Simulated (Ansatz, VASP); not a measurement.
## TaN in VASP and in Ansatz

The input INCAR:

```
  PREC = Accurate
  ENCUT = 600
  EDIFF = 1E-6
  ISMEAR = 0
  SIGMA = 0.1
  LREAL = False
  LASPH = True
  NELM = 80
  ALGO = Normal
  ISIF = 3
  LWAVE = False
  LCHARG = False
  GGA = PE
  IBRION = 2
  NSW = 100
  EDIFFG = -0.005
```

The input KPOINTS:

```
Automatic mesh
0
Gamma
  16 16 16
```

File POSCAR:

```
TaN
1.0
    0.0000000000      2.2090701141      2.2090701141
    2.2090701141      0.0000000000      2.2090701141
    2.2090701141      2.2090701141      0.0000000000
Ta N
1 1
Direct
    0.5000000000      0.5000000000      0.5000000000
    0.0000000000      0.0000000000      0.0000000000
```

Input for Ansatz:

```yaml
crystal:
  lattice:
    - [0.0, 2.2090701146, 2.2090701146]
    - [2.2090701146, 0.0, 2.2090701146]
    - [2.2090701146, 2.2090701146, 0.0]
  atoms:
    - { symbol: Ta, position: [0.5, 0.5, 0.5] }
    - { symbol: "N", position: [0.0, 0.0, 0.0] }
basis:
  ecutwfc: 420
kpoints:
  mp_grid: { grid: [16, 16, 16] }
hamiltonian:
  xc: pbe
scf:
  occupations: { method: gaussian, width: 0.1 }
output:
  forces: true
  stress: true
  eigenvalues: true
relax:
  adjacent_minimum: "off"
  f_tol: 0.005
  max_steps: 80
  cell: { stress_tol: 0.05 }
```

Alike in both runs: task relaxation of cell and atoms; functional PBE; k mesh 16 × 16 × 16; occupations gaussian, width 0.1 eV; no spin polarisation.

|  | VASP | Ansatz |
| --- | --- | --- |
| version | VASP 6.6.1 | Ansatz 0.2.0 |
| potentials or method | VASP PAW PBE potentials, release 64 (Ta_pv, N) | scalar-relativistic, plane waves, PAW |
| plane-wave cutoff (eV) | 600 | 420 |
| valence electrons in the cell | 16 | 18 |

|  | VASP | Ansatz | Ansatz less VASP |
| --- | --- | --- | --- |
| gap on the k mesh at the Fermi level, each at its own relaxed structure (eV) | none | none | - |
| relaxed volume (Å³/atom) | 10.79 | 10.77 | -0.021 |
| relaxed cell length with the largest relative difference (Å) | 3.125 | 3.123 | -0.0020 |

A gap of «none» marks a metal or a gap that the smearing closes. The two sets of potentials don't hold the same shells in valence.

The runs have no spin-orbit coupling, so splittings on Ta are missing.
